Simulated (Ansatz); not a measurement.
We consider skutterudite CoSb3, described by PBE-D4 in Ansatz (plane waves, PAW).

Settings: plane-wave cutoff 520 eV, 6×6×6 k mesh, Fermi–Dirac smearing 0.01 eV, no spin polarisation, scalar-relativistic PAW data made under PBE.

Cell (relaxed at this level):

```cif
data_Co8Sb24
_chemical_formula_sum 'Co8 Sb24'
_space_group_name_H-M_alt 'Im-3'
_space_group_IT_number 204
_space_group_name_Hall '-I 2 2 3'
_cell_length_a 9.00464
_cell_length_b 9.00464
_cell_length_c 9.00464
_cell_angle_alpha 90.000
_cell_angle_beta 90.000
_cell_angle_gamma 90.000
loop_
_atom_site_label
_atom_site_type_symbol
_atom_site_symmetry_multiplicity
_atom_site_Wyckoff_symbol
_atom_site_fract_x
_atom_site_fract_y
_atom_site_fract_z
_atom_site_occupancy
Co1 Co 8 c 0.25000 0.25000 0.25000 1
Sb1 Sb 24 g 0.00000 0.33359 0.15906 1
```
(The calculation used a cell of 16 atoms; values per cell refer to that cell.)

Q: Predict the bulk modulus, band gap and pressure derivative B′ of the bulk modulus.

A: 
- bulk modulus: 94.5 GPa
- band gap: 0.26 eV
- pressure derivative B′ of the bulk modulus: 4.8

Measured, for comparison: band gap 0.63 eV (temperature not stated, not corrected to a static lattice; as tabulated in Kim et al. (2020), doi:10.1038/s41597-020-00723-8); bulk modulus 95 ± 5 GPa (room temperature, not corrected to a static lattice, our sources range from 85.0 to 95.0; as tabulated in Alexeev et al. (2016), arXiv:1601.07731). Computed (rounded) less measured: bulk modulus -0.5 % (inside the range of the sources held).

Note: the bulk modulus comes from volumes at which shape and atoms were relaxed.

Spin–orbit coupling is not included; it can close the smallest gap of 0.26 eV.

Static lattice: no zero-point or thermal effects.

Cost on a shared machine: around 27 core-minutes (rough).

Ansatz is a program for electronic structure.
